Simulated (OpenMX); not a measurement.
**MnO under changes of volume**

One of the cells (10.999 Å³/atom); the others are scaled copies at fixed shape and fractional positions:

```xyz
2
Lattice="0.0000 2.2239 2.2239 2.2239 0.0000 2.2239 2.2239 2.2239 0.0000" Properties=species:S:1:pos:R:3 pbc="T T T"
Mn    0.0000    0.0000    0.0000
O     2.2239    2.2239    2.2239
```

The cell is a database's computed one.

| Item | Value |
| --- | --- |
| Program | OpenMX 3.8.5 |
| Functional | PBE |
| Potentials or basis | OpenMX 2013 PBE set, Mn6.0-s2p2d1, O6.0-s2p2, fixed grid of 30 × 30 × 30 points |
| k mesh | 11 × 11 × 11 |
| Occupations | fermi-dirac, width 0.05 eV |
| Spin | collinear spin, ferromagnetic start |
| Starting moments | [4.0, 0.0] μB |

```tsv
volume (Å³/atom)	energy over the lowest point (meV/atom)	moment (μB per cell)
10.339	56.01	4.82
10.559	34.76	4.86
10.779	?	?
10.999	8.33	4.93
11.219	2.12	4.96
11.439	0.00	4.98
11.659	2.15	4.99
```

Q: What does the run at 10.779 Å³/atom give?

A: Energy over the lowest point 18.92 meV/atom; moment 4.90 μB per cell.

Worked out: A Birch-Murnaghan fit of order 3 (a polynomial in V^(-2/3)) to the other rows has its minimum at 11.44 Å³/atom with B0 = V·E''(V) = 149 GPa and B' = 3.1. It gives 19.06 meV/atom at 10.779 Å³/atom, against the run's 18.92. A parabola through the other rows of the moment, of slope 0.159 μB per Å³/atom there, gives 4.90 μB, against the run's 4.90.

Energies are extrapolated to zero smearing.

Caveats: the transition metal has a single d function, too few for pressures, volumes and moments; the basis of atomic orbitals isn't converged, which shifts pressures, moduli and gaps; a cell with one magnetic atom can't hold antiferromagnetic order, which such compounds often take.
